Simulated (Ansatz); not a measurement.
# AlPt under changes of volume

One of the cells (14.774 Å³/atom); the others are scaled copies at fixed shape and fractional positions:

```xyz
2
Lattice="3.0915 0.0000 0.0000 0.0000 3.0915 0.0000 0.0000 0.0000 3.0915" Properties=species:S:1:pos:R:3 pbc="T T T"
Pt    1.5458    1.5458    1.5458
Al    0.0000    0.0000    0.0000
```

Measurements of this composition are mostly on another form, of space group No. 198.

| Property | Result |
| --- | --- |
| Program | Ansatz 0.2.0 |
| Functional | r2SCAN |
| Potentials or basis | Ansatz PAW |
| Cutoff | 500 eV (not typed: the program's choice for these potentials) |
| k mesh | 9 × 9 × 9 |
| Occupations | fermi-dirac, width 0.05 eV |
| Spin | no spin polarisation |

```tsv
volume (Å³/atom)	energy over the lowest point (meV/atom)	pressure (GPa)
13.888	12.74	8.2
14.183	?	?
14.478	0.00	-0.9
14.774	5.40	-4.8
15.069	17.52	-8.2
15.365	35.60	-11.3
15.660	58.98	-14.0
```

Task: What does the run at 14.183 Å³/atom give?

Result: Energy over the lowest point 2.14 meV/atom; pressure 3.4 GPa.

Worked out: A Birch-Murnaghan fit of order 3 (a polynomial in V^(-2/3)) to the other rows has its minimum at 14.41 Å³/atom with B0 = V·E''(V) = 205 GPa and B' = 4.7. It gives 2.14 meV/atom at 14.183 Å³/atom, against the run's 2.14, and -dE/dV = 3.4 GPa, against 3.4.

Energies are extrapolated to zero smearing.

Caveats: the PAW data sets come from PBE, with cores solved anew for the run's functional, which leaves a small shift of forces and pressure.
